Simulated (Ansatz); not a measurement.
Crystal: HgTe (Coloradoite).

```
Hg Te
1.0
     0.00000    3.21450    3.21450
     3.21450    0.00000    3.21450
     3.21450    3.21450    0.00000
Hg Te
1 1
Direct
  0.00000 0.00000 0.00000
  0.75000 0.75000 0.75000
```

Base run:

- Program: Ansatz 0.2.0
- Functional: LDA
- Potentials or basis: Ansatz PAW
- Cutoff: 420 eV (not typed: the program's choice for these potentials)
- k mesh: 7 × 7 × 7
- Occupations: fermi-dirac, width 0.05 eV
- Spin: no spin polarisation

Its results: band gap on the k mesh none (metal or under the smearing width); pressure 0.2 GPa.

Question: The run is repeated on the same cell with these changes: functional from LDA to r2SCAN; cutoff from 420 eV (not typed: the program's choice for these potentials) to 500 eV (not typed: the program's choice for these potentials). What comes out?

Answer: Band gap on the k mesh none (metal or under the smearing width); pressure 3.2 GPa.

Caveats: spin-orbit coupling is left out, which moves the levels of the heavy elements; the PAW data sets come from PBE, with cores solved anew for the run's functional, which leaves a small shift of forces and pressure.
